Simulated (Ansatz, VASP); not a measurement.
# Al2Au: VASP beside Ansatz

```
Au Al
1.0
     0.00000    2.97987    2.97987
     2.97987    0.00000    2.97987
     2.97987    2.97987    0.00000
Au Al
1 2
Cartesian
  0.0000 0.0000 0.0000
  4.4698 4.4698 4.4698
  1.4899 1.4899 1.4899
```

Change from the starting cell: volume scaled by 0.98.

Alike in both runs: task single point; functional PBEsol; k mesh 8 × 8 × 8; occupations fermi-dirac, width 0.05 eV; no spin polarisation.

|  | VASP | Ansatz |
| --- | --- | --- |
| version | VASP 6.6.1 | Ansatz 0.2.0 |
| potentials or method | VASP PAW PBE potentials, release 64 (Au, Al), cutoff 520 eV | all-electron LAPW, scalar-relativistic |

Ansatz gave:

```
gap on the k mesh at the Fermi level (eV) : none
pressure (GPa)                            : 2.5
```

Problem. Which values does VASP return?

Solution. gap on the k mesh at the Fermi level (eV): none; pressure (GPa): 2.3.

A gap of «none» marks a metal or a gap that the smearing closes. Ansatz ran all-electron here, so the differences hold the error of VASP's frozen core and of both bases.

Caveats: the PAW data sets were made with another functional, which shifts forces and pressure a little (VASP). Spin-orbit coupling is left out, which matters for the levels of Au.
